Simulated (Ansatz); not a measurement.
**TiAl₃: equilibrium cell**

Method: plane-wave DFT with PAW (Ansatz; 420 eV, 500 eV for r²SCAN). Each run relaxes cell and atoms to zero pressure from this start:

```xyz
4
Lattice="2.8397 0.0000 0.0000 0.0000 4.6813 0.0000 0.0000 0.0000 4.9007" Properties=species:S:1:pos:R:3 pbc="T T T"
Ti    0.0000    2.3406    0.8131
Al    1.4198    2.3406    3.2701
Al    1.4198    0.0000    1.6217
Al    0.0000    0.0000    4.0965
```

```json
{
 "Γ-centred k-mesh": "14×10×10",
 "occupation rule": "Gaussian smearing, 0.1 eV",
 "spin treatment": "unpolarised"
}
```

Lengths are those of the conventional cell, space group Pmm2.

Q: Order by relaxed volume, smallest first.
A. PBE
B. r2SCAN
C. PBEsol
D. LDA

A: D (15.46 Å³/atom), C (15.90 Å³/atom), B (15.95 Å³/atom), A (16.28 Å³/atom).

```json
{"functional": "LDA", "a (Å)": "2.754", "b (Å)": "4.632", "c (Å)": "4.850", "volume (Å³/atom)": "15.46", "gap on mesh (eV)": "metal"}
{"functional": "PBEsol", "a (Å)": "2.782", "b (Å)": "4.671", "c (Å)": "4.894", "volume (Å³/atom)": "15.90", "gap on mesh (eV)": "metal"}
{"functional": "PBE", "a (Å)": "2.804", "b (Å)": "4.712", "c (Å)": "4.930", "volume (Å³/atom)": "16.28", "gap on mesh (eV)": "metal"}
{"functional": "r2SCAN", "a (Å)": "2.785", "b (Å)": "4.675", "c (Å)": "4.902", "volume (Å³/atom)": "15.95", "gap on mesh (eV)": "metal"}
```

This form isn't the usual stable structure of the compound.

Cost: 4 runs of about 6.2 core-minutes in all, on Intel Xeon 6975P-C (Granite Rapids) (shared hosts).